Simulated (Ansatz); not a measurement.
# Al: the cost of one run

Computed with Ansatz 0.2.0 (DFT PBE, scalar-relativistic, plane waves, PAW, unless a step's input says otherwise).

2 further runs of the same task are left out: 2 set aside as unsound or not needed.

## 1. The structure to begin with

It takes space group P6_3mc (No. 186, hexagonal). The conventional cell has a = 3.279 Å, b = 3.279 Å, c = 5.293 Å, α = 90.00°, β = 90.00°, γ = 120.00°. Around Zn (site symmetry 3m) lie 4 O at 2.00 to 2.01 Å. O (site symmetry 3m) has 4 Zn at 2.00 to 2.01 Å as nearest neighbours.

Coordinates:

```cif
data_structure
_symmetry_space_group_name_H-M 'P 1'
_symmetry_Int_Tables_number 1
_cell_length_a 3.2795
_cell_length_b 3.2795
_cell_length_c 5.2931
_cell_angle_alpha 90.000
_cell_angle_beta 90.000
_cell_angle_gamma 120.000
_cell_volume 49.30
loop_
_atom_site_label
_atom_site_type_symbol
_atom_site_fract_x
_atom_site_fract_y
_atom_site_fract_z
_atom_site_occupancy
Zn1 Zn 0.33333 0.66667 0.00150 1
Zn2 Zn 0.66667 0.33333 0.50150 1
O1 O 0.33333 0.66667 0.38060 1
O2 O 0.66667 0.33333 0.88060 1
```

It is the result of an earlier relaxation at this level (volume 12.33 Å³/atom; gap on the mesh: 0.74 eV).

## 2. The film's bulk: Al

Relaxed beforehand at this level: -537.4996 eV/atom, gap on the mesh none (metal).

```cif
data_structure
_symmetry_space_group_name_H-M 'P 1'
_symmetry_Int_Tables_number 1
_cell_length_a 2.8572
_cell_length_b 2.8572
_cell_length_c 2.8572
_cell_angle_alpha 60.000
_cell_angle_beta 60.000
_cell_angle_gamma 60.000
_cell_volume 16.49
loop_
_atom_site_label
_atom_site_type_symbol
_atom_site_fract_x
_atom_site_fract_y
_atom_site_fract_z
_atom_site_occupancy
Al1 Al 0.00000 0.00000 0.00000 1
```

Bulk energy of ZnO, the base, on matching settings, from an earlier run: -1943.4233 eV/atom.

## 3. Al strained to the base's plane

The (111) plane of Al is fitted to the (110) plane of ZnO, a strain of +7.0 % along x and -0.6 % along y; the third vector and the atoms relax.

File input.yaml:

```yaml
crystal:
  lattice:
    - [5.2931304608, 0.0, 0.0]
    - [0.0, 5.6802178802, 0.0]
    - [-1.7643768203, 0.0, 2.2486162376]
  atoms:
    - { symbol: Al, position: [0.0, 0.5, 0.0] }
    - { symbol: Al, position: [0.5, 0.75, 0.0] }
    - { symbol: Al, position: [0.0, 0.0, 0.0] }
    - { symbol: Al, position: [0.5, 0.25, 0.0] }
basis:
  ecutwfc: 420
kpoints:
  mp_grid: { grid: [7, 6, 15] }
hamiltonian:
  xc: pbe
scf:
  occupations: { method: gaussian, width: 0.1 }
output:
  forces: true
  stress: true
  eigenvalues: true
relax:
  adjacent_minimum: "off"
  f_tol: 0.01
  max_steps: 50
  cell: { fix: [a, b, gamma], stress_tol: 0.1 }
```

The run is started by

```
> ansatz run input.yaml --threads 4 --pin off --max-ram 10240MiB --backend cpu --events-out ev --progress --plain --runs-dir out
```

Q: Estimate wall time and peak memory on 4 threads of Intel Xeon Platinum 8488C (Sapphire Rapids), shared host.

About 5.3 s, with a peak of 0.59 GiB.
